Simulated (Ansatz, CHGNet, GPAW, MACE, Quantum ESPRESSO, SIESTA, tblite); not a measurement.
# Quantum ESPRESSO runs on AlP(100) slab, H on both faces (108 atoms)

Wanted: Quantum ESPRESSO inputs and outputs for AlP(100) slab, H on both faces (108 atoms), checked against a plane-wave reference.

Method: the method is named at each step, in Quantum ESPRESSO 7.5.

**1. The structure**

The cell holds 108 atoms: 36 Al, 36 P and 36 H. Its edges and angles: a = 11.589 Å, b = 11.589 Å, c = 21.292 Å, α = 90.0°, β = 90.0°, γ = 90.0°. It derives from AlP (zinc-blende). Zinc-blende AlP (a = 5.463 Å), (100) slab of 8 atomic planes, 3 x 3 surface cells, H on the broken bonds of both faces, 10 Å of vacuum; displaced by a Gaussian of 0.02 Å. Then every atom was moved at random, 0.03 Å r.m.s. a Cartesian component (hydrogen 0.6 of that). Regions: slab, 72 atoms (36 Al and 36 P); hydrogen, 36 atoms (36 H). Vacuum lies along c.

The yardstick, on the same geometry:

* method: Kohn-Sham DFT, PBE, PAW, plane waves (Ansatz 0.2.0); cutoff 420 eV, Γ point, fermi-dirac smearing of 0.05 eV; PAW set soft_2
* r.m.s. force component: 0.642 eV/Å
* longest force: 3.687 eV/Å
* SCF cycles: 21
* time: 40 s on 4 threads of Arm Neoverse V2, shared host
* CPU time: 2.6 min

**2. PBE, sssp-1.3.0-efficiency, 45/360 Ry**

Method: Kohn-Sham DFT, PBE, SSSP efficiency 1.3.0 pseudopotentials, plane waves.

File pw.in:

```
&control
  calculation = 'scf'
  pseudo_dir = './pseudo'
  outdir = './tmp'
  disk_io = 'none'
  tprnfor = .true.
/
&system
  ibrav = 0
  nat = 108
  ntyp = 3
  ecutwfc = 45
  ecutrho = 360
  nosym = .true.
  occupations = 'smearing'
  smearing = 'fd'
  degauss = 0.003675
/
&electrons
  conv_thr = 5.4e-07
  electron_maxstep = 100
  mixing_beta = 0.2
  mixing_mode = 'local-TF'
  diagonalization = 'david'
/
ATOMIC_SPECIES
Al 26.982 Al.upf
P 30.974 P.upf
H 1.008 H.upf
CELL_PARAMETERS angstrom
11.58877 0.00000 0.00000
0.00000 11.58877 0.00000
0.00000 0.00000 21.29230
ATOMIC_POSITIONS crystal
Al 0.26552 0.17018 0.33730
P 0.27054 0.33457 0.27348
Al 0.09947 0.33739 0.46346
P 0.10526 0.16650 0.39966
Al 0.26601 0.16787 0.59237
P 0.26437 0.33576 0.53046
Al 0.09681 0.32888 0.72597
P 0.10233 0.17085 0.65902
Al 0.26738 0.49850 0.33538
P 0.26672 0.67037 0.27288
Al 0.10163 0.66722 0.46550
P 0.10127 0.50413 0.40058
Al 0.26512 0.50520 0.59502
P 0.26681 0.66492 0.52772
Al 0.09987 0.66567 0.72040
P 0.10495 0.50576 0.65727
Al 0.26610 0.83166 0.33789
P 0.26757 0.99623 0.27148
Al 0.09926 0.99873 0.46800
P 0.10036 0.83623 0.40185
Al 0.27093 0.83681 0.59585
P 0.26930 0.00086 0.53231
Al 0.10206 0.99887 0.72369
P 0.09983 0.84070 0.65633
Al 0.60168 0.17139 0.33477
P 0.60482 0.33071 0.27128
Al 0.43290 0.33254 0.46860
P 0.43174 0.16866 0.40238
Al 0.59916 0.16800 0.59450
P 0.59769 0.33840 0.52881
Al 0.43076 0.33088 0.72233
P 0.42959 0.16511 0.65734
Al 0.59813 0.50307 0.34070
P 0.59735 0.66532 0.27473
Al 0.43505 0.67004 0.46505
P 0.42785 0.49913 0.39954
Al 0.59805 0.49791 0.59496
P 0.60063 0.66858 0.53274
Al 0.43719 0.66704 0.72399
P 0.43782 0.50623 0.65901
Al 0.59417 0.83702 0.33615
P 0.60157 0.99926 0.27538
Al 0.43666 0.00020 0.46445
P 0.43334 0.83093 0.40201
Al 0.60283 0.82522 0.59470
P 0.60378 0.00482 0.53090
Al 0.43490 0.00005 0.72351
P 0.42869 0.83843 0.66091
Al 0.94006 0.16230 0.33670
P 0.93959 0.33362 0.27594
Al 0.76377 0.33030 0.46403
P 0.77269 0.16728 0.40262
Al 0.93396 0.16933 0.59563
P 0.93900 0.33054 0.53257
Al 0.76497 0.33338 0.72193
P 0.76511 0.16333 0.65860
[... 48 atom lines left out ...]
H 0.83753 0.99938 0.23515
H 0.03696 0.00059 0.23719
H 0.87431 0.00208 0.76513
H 0.65227 0.99879 0.76325
K_POINTS gamma
```

Command:

```sh
$ OMP_NUM_THREADS=1 mpirun -np 4 pw.x -in pw.in > output.txt
```

What it wrote:

```text
Program PWSCF
     gamma-point specific algorithms are used
     one sub-group per band group will be used
     scalapack distributed-memory algorithm (size of sub-group:  2*  2 procs)
     Parallelization info
     sticks:   dense  smooth     PW     G-vecs:    dense   smooth      PW
     Min        3437    1716    429               556578   196692   24577
     Max        3440    1720    432               556580   196696   24584
     Sum       13753    6869   1725              2226315   786775   98329
     bravais-lattice index     =            0
     lattice parameter (alat)  =      21.8996  a.u.
     unit-cell volume          =   19297.1808 (a.u.)^3
     number of atoms/cell      =          108
     number of atomic types    =            3
     number of electrons       =       324.00
     number of Kohn-Sham states=          194
     kinetic-energy cutoff     =      45.0000  Ry
     charge density cutoff     =     360.0000  Ry
     scf convergence threshold =      5.4E-07
     mixing beta               =       0.2000
     number of iterations used =            8  local-TF  mixing
     Exchange-correlation= PBE
                           (   1   4   3   4   0   0   0)
     crystal axes: (cart. coord. in units of alat)
               a(1) = (   1.000000   0.000000   0.000000 )
               a(2) = (   0.000000   1.000000   0.000000 )
               a(3) = (   0.000000   0.000000   1.837322 )
     reciprocal axes: (cart. coord. in units 2 pi/alat)
               b(1) = (  1.000000  0.000000  0.000000 )
               b(2) = (  0.000000  1.000000  0.000000 )
               b(3) = (  0.000000  0.000000  0.544270 )
     PseudoPot. # 1 for Al:
     Pseudo is Projector augmented-wave + core cor, Zval =  3.0
     PseudoPot. # 2 for P :
     Pseudo is Ultrasoft + core correction, Zval =  5.0
     PseudoPot. # 3 for H :
     Pseudo is Ultrasoft, Zval =  1.0
     atomic species   valence    mass     pseudopotential
     Al                3.00    26.98200     Al( 1.00)
     P                 5.00    30.97400     P ( 1.00)
     H                 1.00     1.00800     H ( 1.00)
     No symmetry found
   Cartesian axes
     number of k points=     1  Fermi-Dirac smearing, width (Ry)=  0.0037
                       cart. coord. in units 2pi/alat
        k(    1) = (   0.0000000   0.0000000   0.0000000), wk =   2.0000000
     Dense  grid:  1113158 G-vectors     FFT dimensions: ( 135, 135, 243)
     Smooth grid:   393388 G-vectors     FFT dimensions: (  96,  96, 180)
     Initial potential from superposition of free atoms
     starting charge     323.9114, renormalised to     324.0000
     negative rho (up, down):  5.197E-05 0.000E+00
     Starting wfcs are  324 randomized atomic wfcs
     Self-consistent Calculation
     iteration #  1     ecut=    45.00 Ry     beta= 0.20
     negative rho (up, down):  1.016E-08 0.000E+00
     total energy              =   -1971.96180449 Ry
     estimated scf accuracy    <       9.38877547 Ry
     iteration #  2     ecut=    45.00 Ry     beta= 0.20
     total energy              =   -1969.79976608 Ry
     estimated scf accuracy    <       8.08714735 Ry
     iteration #  3     ecut=    45.00 Ry     beta= 0.20
     total energy              =   -1970.50366825 Ry
     estimated scf accuracy    <       2.17536462 Ry
     iteration #  4     ecut=    45.00 Ry     beta= 0.20
     total energy              =   -1970.79562420 Ry
     estimated scf accuracy    <       1.82254623 Ry
     iteration #  5     ecut=    45.00 Ry     beta= 0.20
     total energy              =   -1970.75398712 Ry
     estimated scf accuracy    <       2.55749823 Ry
     iteration #  6     ecut=    45.00 Ry     beta= 0.20
     negative rho (up, down):  2.775E-02 0.000E+00
     total energy              =   -1970.43417251 Ry
     estimated scf accuracy    <       1.72722561 Ry
[...]
negative rho (up, down):  2.003E-07 0.000E+00
[...]
negative rho (up, down):  8.273E-08 0.000E+00
[...]
c_bands:  3 eigenvalues not converged
     negative rho (up, down):  4.317E-08 0.000E+00
[...]
c_bands:  1 eigenvalues not converged
[...]
total energy              =   -1970.58933139 Ry
[...]
iteration # 23     ecut=    45.00 Ry     beta= 0.20
[...]
total energy              =   -1970.58933458 Ry
     estimated scf accuracy    <       0.00000413 Ry
     iteration # 24     ecut=    45.00 Ry     beta= 0.20
     negative rho (up, down):  3.754E-05 0.000E+00
     total energy              =   -1970.58933483 Ry
     estimated scf accuracy    <       0.00000111 Ry
     iteration # 25     ecut=    45.00 Ry     beta= 0.20
     negative rho (up, down):  5.285E-05 0.000E+00
     End of self-consistent calculation
          k = 0.0000 0.0000 0.0000 ( 49165 PWs)   bands (ev):
   -12.4605 -12.1539 -12.1175 -11.8711 -11.7801 -11.5859 -11.4937 -11.4024
   -11.3320 -10.7761 -10.2231 -10.1640 -10.1548 -10.1403  -9.9699  -9.6548
    -9.6183  -9.5734  -9.5375  -9.5182  -9.4525  -9.4266  -9.4146  -9.0407
    -8.9805  -8.9595  -8.9297  -8.8802  -8.7829  -8.7469  -8.7436  -8.6893
    -8.3976  -8.3705  -8.3446  -8.3364  -7.3213  -7.0292  -6.9273  -6.8227
    -6.7126  -6.6660  -5.7157  -5.5213  -5.4880  -5.4477  -5.4332  -5.3879
[...]
2.5349   2.5972   2.6400   2.6674   2.7377   2.7927   2.8687   2.9144
     2.9378   2.9449   2.9712   3.0121   3.1888   3.2596   3.4661   3.5095
     3.5130   3.5280   3.5484   3.5596   3.5670   3.6022   3.6859   3.7238
     3.7641   3.7776
     the Fermi energy is     2.3248 ev
!    total energy              =   -1970.58933470 Ry
     estimated scf accuracy    <       0.00000049 Ry
     smearing contrib. (-TS)   =      -0.02798703 Ry
     internal energy E=F+TS    =   -1970.56134767 Ry
     The total energy is F=E-TS. E is the sum of the following terms:
     one-electron contribution =   -3220.47094479 Ry
     hartree contribution      =    1702.32062979 Ry
     xc contribution           =    -276.52103894 Ry
     ewald contribution        =    1072.86901872 Ry
     one-center paw contrib.   =   -1248.75901245 Ry
     convergence has been achieved in  25 iterations
     negative rho (up, down):  5.285E-05 0.000E+00
     Forces acting on atoms (cartesian axes, Ry/au):
     atom    1 type  1   force =     0.02508809   -0.02115969    0.00011873
     atom    2 type  2   force =    -0.05622313   -0.00640204    0.00861868
     atom    3 type  1   force =     0.00533799   -0.01268713    0.02132989
     atom    4 type  2   force =    -0.01864838   -0.00464573    0.00791047
     atom    5 type  1   force =    -0.00518493    0.00924296    0.01954546
     atom    6 type  2   force =     0.00143123    0.00524245   -0.01822739
[...]
atom  106 type  3   force =     0.01384637   -0.00178296   -0.03313305
     atom  107 type  3   force =     0.01417495   -0.00033817    0.02449970
     atom  108 type  3   force =     0.00598667   -0.00100214    0.00894476
     Total force =     0.452647     Total SCF correction =     0.000883
     Message from routine punch:
     Nothing written, as per user request (disk_io='none')
```

It took 7.6 min on 4 MPI ranks of Arm Neoverse V2, shared host; peak memory 6.7 GiB.

Banners, paths, timers and routine set-up lines are dropped from the logs unmarked, and long logs keep their key lines alone; longer cuts are marked.

Compared with the plane-wave run:

* r.m.s. force component: 0.6466 eV/Å
* r.m.s. difference of force components: 6.846 meV/Å
* longest difference of force vectors: 31.39 meV/Å
* force difference over r.m.s. force: 1.066 %
* slope of forces against the reference's: 1.007
* correlation of force components: 1

Length of the force difference by element (eV/Å):

```csv
element,atoms,mean,most
Al,36,0.0079,0.031
H,36,0.014,0.031
P,36,0.0066,0.026
```

A closer look about H95, picked at random: 13 atoms, nearest first, numbered in the order of the input, with positions taken from that point.

```csv
atom,x,y,z,distance (Å),bonds,Fx,Fy,Fz (eV/Å)
H95,0.00,0.00,0.00,0.00,1,0.15,0.05,0.41
H83,-1.22,-0.01,0.00,1.22,1,0.50,-0.04,0.71
Al47,1.35,0.03,-0.87,1.60,4,-0.48,0.43,-0.46
Al23,-2.51,0.01,-0.86,2.65,4,-0.67,0.56,-0.84
H96,2.66,0.06,0.00,2.66,1,0.31,0.05,0.62
P48,1.28,-1.84,-2.20,3.14,4,1.05,-0.83,-0.55
P32,1.29,1.94,-2.27,3.26,4,0.31,0.15,-0.23
H84,-3.82,0.07,0.03,3.82,1,-0.01,0.00,0.37
H92,0.07,-3.85,-0.01,3.85,1,-0.51,-0.03,0.66
H108,3.87,0.01,-0.02,3.87,1,0.15,-0.03,0.23
P24,-2.53,-1.82,-2.30,3.87,4,0.22,-0.78,-0.03
H88,0.05,3.90,0.04,3.90,1,-0.28,0.01,0.59
P8,-2.51,2.01,-2.24,3.91,4,-0.14,-0.66,-0.34
```

Forces lie 1.1 % from the reference's, at 12 times its CPU time.

**3. Summary of results**

| Item | Value |
| --- | --- |
| force difference from the reference | QE PBE, sssp-1.3.0-efficiency, 45/360 Ry, 1.1 % |
| its CPU time | 30 min |

**Reading.** PBE on plane waves or a grid with other potentials, cutoffs or grids differs from the reference by 1.1 % (QE PBE, sssp-1.3.0-efficiency, 45/360 Ry) of the r.m.s. force; this holds the reference's own error, so differences of a few per cent don't tell which side is nearer the exact PBE result (QE's 45 Ry are 612 eV, against the reference's 420 eV). Caps of real hydrogen don't mimic the fractional bonds of a polar compound, so surface states and strained caps may belong to the model. The electronic-structure runs sample only Γ, in a cell whose shortest periodic width is 12 Å, which is coarse for a cell with partly filled levels.

[Also dropped from logs without a mark: logging warnings of Python, and SIESTA's first energy breakdown and zero terms.]

[Logs are printed without paths, hosts, clocks, repeated set-up lines and the standing remarks that a program may print on its own settings, such as how far it seeks lower states.]

[Hosts, paths, dates, database ids (printed as entryN), source tags and the programs' standing remarks are cut or masked in the printed files.]
